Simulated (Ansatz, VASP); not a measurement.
One calculation of MnO, two programs

```
Mn O
1.0
     3.37170    0.00000    0.00000
    -1.68585    2.91998    0.00000
     0.00000    0.00000    5.38550
Mn O
2 2
Cartesian
  0.0000 1.9467 0.0590
  1.6859 0.9733 2.7518
  0.0000 1.9467 2.0221
  1.6859 0.9733 4.7148
```

Measurements of this composition are mostly on another form, of space group No. 225.

Alike in both runs: task single point; functional PBEsol; k mesh 6 × 6 × 4; occupations gaussian, width 0.05 eV; no spin polarisation; Hubbard terms Mn d U = 7 eV.

|  | VASP | Ansatz |
| --- | --- | --- |
| version | VASP 6.6.1 | Ansatz 0.2.0 |
| potentials or method | VASP PAW PBE potentials, release 64 (Mn_pv, O) | Ansatz PAW |
| plane-wave cutoff (eV) | 520 | 420 |
| valence electrons in the cell | 38 | 42 |

```tsv
	VASP	Ansatz	Ansatz less VASP
gap on the k mesh at the Fermi level (eV)	none	none	-
pressure (GPa)	-20.0	-21.2	-1.22
largest component of the traceless stress (GPa)	8.41	11.73	+3.316
rms of the force components (eV/Å)	0.227	1.009	+0.7822
```

The programs project onto different local orbitals, so the same U acts differently. Atom by atom the forces differ by 0.782 eV/Å (rms over components). A gap of «none» marks a metal or a gap that the smearing closes. The two sets of potentials don't hold the same shells in valence.

Caveats: the run has no spin polarisation, though such a crystal can be magnetic; U without spin polarisation on a metal has little footing; the PAW data sets were made with another functional, which shifts forces and pressure a little (VASP); the pressure holds a Pulay correction of +0.5 GPa for the finite cutoff (Ansatz); the PAW data sets come from PBE, with cores solved anew for the run's functional, which leaves a small shift of forces and pressure (Ansatz); forces of over 1 eV/Å show positions far from the minimum, so gaps and moduli don't describe the material at rest (Ansatz). Spin polarisation is off, so any magnetic state and its effect on volume and gap are missing.
